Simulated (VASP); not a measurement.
Crystal: Fe.

```xyz
1
Lattice="-1.4430 1.4430 1.4430 1.4430 -1.4430 1.4430 1.4430 1.4430 -1.4430" Properties=species:S:1:pos:R:3 pbc="T T T"
Fe    0.0000    0.0000    0.0000
```

```yaml
Program: VASP 6.6.1
Task: relaxation of cell and atoms
Functional: BLYP
Dispersion: D4
Potentials_or_basis: VASP PAW PBE potentials, release 64 (Fe)
Cutoff: 600 eV
k_mesh: 13 × 13 × 13
Occupations: fermi-dirac, width 0.05 eV
Spin: collinear spin, ferromagnetic start
Starting_moments: "[3.0] μB"
```

At the start: pressure -10.8 GPa; volume 12.02 Å³/atom.

Q: Where does the relaxation end?

A: Over 3 steps the energy falls by 29.2 meV/atom and the volume is 11.24 Å³/atom (-6.5 %); space group Im-3m (No. 229, to 0.05 Å); moment 2.09 μB per cell.

The path:
| step | energy change (eV) | largest force (eV/Å) | pressure (GPa) | volume (Å³) |
| --- | --- | --- | --- | --- |
| 1 | 0.0000 | 0.0000 | -10.78 | 12.02 |
| 2 | -0.0086 | 0.0000 | 11.96 | 10.67 |
| 3 | -0.0292 | 0.0000 | -0.07 | 11.24 |

Final structure:
```xyz
1
Lattice="-1.4112 1.4112 1.4112 1.4112 -1.4112 1.4112 1.4112 1.4112 -1.4112" Properties=species:S:1:pos:R:3 pbc="T T T"
Fe    0.0000    0.0000    0.0000
```

Caveat: the PAW data sets were made with another functional, which shifts forces and pressure a little; pairwise dispersion overbinds metals, which lowers pressure and volume.
